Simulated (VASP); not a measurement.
Wanted: the native input for a VASP 6.6.1 run.

- Task: relaxation of cell and atoms
- Functional: PBE
- Potentials or basis: VASP PAW PBE potentials, release 64 (In_d)
- Cutoff: 520 eV
- k mesh: 18 × 18 × 18
- Occupations: gaussian, width 0.1 eV
- Spin: no spin polarisation
- Further INCAR settings: ALGO = Fast; EDIFF = 1e-07; IBRION = 2; EDIFFG = -0.15; NSW = 80; ISIF = 3

The structure of In lies in POSCAR:

```
In
1.0
   -1.6254700000      1.6254700000      2.4737000000
    1.6254700000     -1.6254700000      2.4737000000
    1.6254700000      1.6254700000     -2.4737000000
In
1
Direct
    0.0000000000      0.0000000000      0.0000000000
```

One way to write it, as run:

INCAR

```
SYSTEM = In
ALGO = Fast ; EDIFF = 1E-7
EDIFFG = -0.15 ; ENCUT = 520
GGA = PE ; IBRION = 2
ISIF = 3 ; ISMEAR = 0
LASPH = .True. ; LCHARG = .False.
LREAL = .False. ; LWAVE = .False.
NELM = 80 ; NSW = 80
PREC = Accurate ; SIGMA = 0.1
```

KPOINTS

```
k-points
0
Gamma
  18 18 18
  0 0 0
```

Potentials or basis: VASP PAW PBE potentials, release 64 (In_d).

Command:

```sh
$ cat potpaw_PBE.64/In_d/POTCAR > POTCAR
$ mpirun -np 1 vasp_std > vasp.out
```

Results of the run:

```json
{"Relaxed volume": "27.36 Å³/atom", "Relaxed cell": "a = 3.429 Å, b = 3.429 Å, c = 3.429 Å, α = 122.48°, β = 122.48°, γ = 85.76°", "Space group after relaxing (to 0.05 Å)": "I4/mmm (No. 139)", "Energy gained by relaxing": "7.8 meV/atom", "Ionic steps": "2", "Pressure after relaxing": "0.2 GPa", "Band gap on the k mesh": "none (metal or under the smearing width)"}
```

It took 2.3 min on 1 thread of Intel(R) Xeon(R) 6975P-C (Granite Rapids), on a shared host, peak memory 0.26 GiB.
